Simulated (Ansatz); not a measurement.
# HfN (rocksalt type): the cost of one run

Method: DFT, PBE, all-electron LAPW, scalar-relativistic, in Ansatz 0.2.0.

## (1) The system as given

It takes space group Fm-3m (No. 225, cubic). Conventional cell: a = 4.324 Å, b = 4.324 Å, c = 4.324 Å, α = 90.00°, β = 90.00°, γ = 90.00°. Hf (site symmetry m-3m) is surrounded by 6 N at 2.16 Å. Around N (site symmetry m-3m) lie 6 Hf at 2.16 Å.

Coordinates:

```xyz
2
Lattice="0.0000 2.1620 2.1620 2.1620 0.0000 2.1620 2.1620 2.1620 0.0000" Properties=species:S:1:pos:R:3 pbc="T T T"
Hf    0.0000    0.0000    0.0000
N     2.1620    2.1620    2.1620
```

Atoms are numbered in the order of the input: Hf1, N2.

## (2) Rocksalt relaxed under pressure, LAPW

input.yaml

```yaml
crystal:
  lattice:
    - [0.0, 2.1620122666, 2.1620122666]
    - [2.1620122666, 0.0, 2.1620122666]
    - [2.1620122666, 2.1620122666, 0.0]
  atoms:
    - { symbol: Hf, position: [0.0, 0.0, 0.0] }
    - { symbol: "N", position: [0.5, 0.5, 0.5] }
kpoints:
  mp_grid: { grid: [16, 16, 16] }
scf:
  occupations: { method: fermi_dirac, width: 0.08 }
hamiltonian:
  xc: pbe
  pseudopotentials: { kind: all_electron, lapw: { basis_error: 0.0005 } }
output:
  forces: true
  stress: true
  eigenvalues: true
relax:
  f_tol: 0.005
  max_steps: 12
  cell: { p_target: 55.0, stress_tol: 0.03 }
```

The run is started by

```console
$ ansatz run input.yaml --threads 1 --pin off --max-ram 3584MiB --backend cpu --events-out ev --progress --plain --runs-dir out
```

Q: Estimate wall time and peak memory on 1 thread of Arm Neoverse V1, shared host.

About 1.9 min, with a peak of 0.69 GiB.
